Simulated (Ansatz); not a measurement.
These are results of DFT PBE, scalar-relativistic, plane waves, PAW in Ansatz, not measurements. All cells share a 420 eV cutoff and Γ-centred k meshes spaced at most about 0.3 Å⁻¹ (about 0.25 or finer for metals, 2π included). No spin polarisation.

These are static total energies at zero pressure.

Two forms of Si2C3 were relaxed alike.

1.

Space group P-3m1 (No. 164). a = 2.663 Å, b = 2.663 Å, c = 20.800 Å, α = 90.00°, β = 90.00°, γ = 120.00°
| atom | site | symmetry | x | y | z |
| --- | --- | --- | --- | --- | --- |
| Si | 2d | 3m. | 0.3333 | 0.6667 | 0.0514 |
| Si | 2d | 3m. | 0.3333 | 0.6667 | 0.1674 |
| C | 2d | 3m. | 0.3333 | 0.6667 | 0.8941 |
| C | 2d | 3m. | 0.3333 | 0.6667 | 0.3865 |
| C | 2d | 3m. | 0.3333 | 0.6667 | 0.6135 |

2.

Space group P-6m2 (No. 187). a = 2.767 Å, b = 2.767 Å, c = 13.933 Å, α = 90.00°, β = 90.00°, γ = 120.00°
```tsv
atom	site	symmetry	x	y	z
Si	2i	3m.	0.6667	0.3333	0.8171
Si	1e	-6m2	0.6667	0.3333	0.0000
Si	1d	-6m2	0.3333	0.6667	0.5000
C	2i	3m.	0.6667	0.3333	0.3235
C	2h	3m.	0.3333	0.6667	0.6430
C	2h	3m.	0.3333	0.6667	0.8764
```

Problem. Which form is favoured at zero pressure, and by what margin per atom?

Solution. Cell 1 is lower, by 16 meV/atom. Cell 1 has space group P-3m1 (No. 164), 12.8 Å³/atom and no gap on its mesh; cell 2 has space group P-6m2 (No. 187), 9.2 Å³/atom and no gap. Counting C atoms around Si (those within 1.25 times the shortest such distance or 1.15 times the sum of covalent radii; the shortest distance is added where it is long for a bond; a slash parts the counts of unlike sites), cell 1 has Si 3 and cell 2 has Si 2/4/6 from 2.3 Å. Cell 1 holds Si–Si pairs (shortest 2.41 Å) and C–C nets (shortest 1.54 Å); cell 2 holds Si–Si units of three or more atoms (shortest 2.55 Å) and C–C nets (shortest 1.66 Å). Even the lower one lies +0.71 eV/atom against the reference forms of the elements (uncorrected), so neither is stable at this level. In cell 1, Si on its first site is surrounded by 3 C at 1.91 Å and 1 Si at 2.41 Å; around Si on its second site lie 3 C at 2.00 Å and 1 Si at 2.41 Å; C on its first site has 6 Si at 1.91–2.00 Å; 2 more sites not described. In cell 2, around Si on a site of symmetry 3m lie 3 C at 1.80 Å, 1 C at 1.96 Å and 1 Si at 2.55 Å; Si on a site of symmetry -6m2 has 6 C at 2.35 Å, 2 Si at 2.55 Å and 6 Si at 2.77 Å; C on its first site has 3 C at 1.66 Å and 1 Si at 1.96 Å; 3 more sites not described. Both come from invented guesses. The lowest form computed isn't among them: it has space group R-3m (No. 166), 8.7 Å³/atom and lies 132 meV/atom below the best shown.

The k mesh leaves some 4 meV/atom of noise in the energy of each metallic cell. No dispersion correction is applied, so the spacing and binding between layers, chains or molecules are poorly described (P-3m1), and this can change margins and order among such cells. Cells relaxed within their symmetry can be saddle points. Some structure types and database cells were kept out of the candidates from the start, so a known form may be missing.

The small preference for the P-3m1 cell is best read as a near balance between two strained ways of separating carbon from silicon carbide. Its coordinates place part of the carbon in flat honeycomb sheets. The 1.54 Å contact there resembles a diamond single bond, but in a planar net it means stretched graphene-like bonding, probably imposed by the lattice shared with the Si–C slab. The larger volume reflects open space between layers. In the P-6m2 cell the carbon net is buckled and also bonded to silicon, closer to sp³, yet its 1.66 Å contacts are long, and the six Si–C contacts at 2.35 Å are too long for normal covalent bonds.

Both cells forgo the all-tetrahedral Si–C network that stabilises silicon carbide, which suggests why they lie above the elements. The R-3m form gains far more than the margin separating these two, but it too remains above the elements, so the ordering here identifies no viable Si2C3 compound.
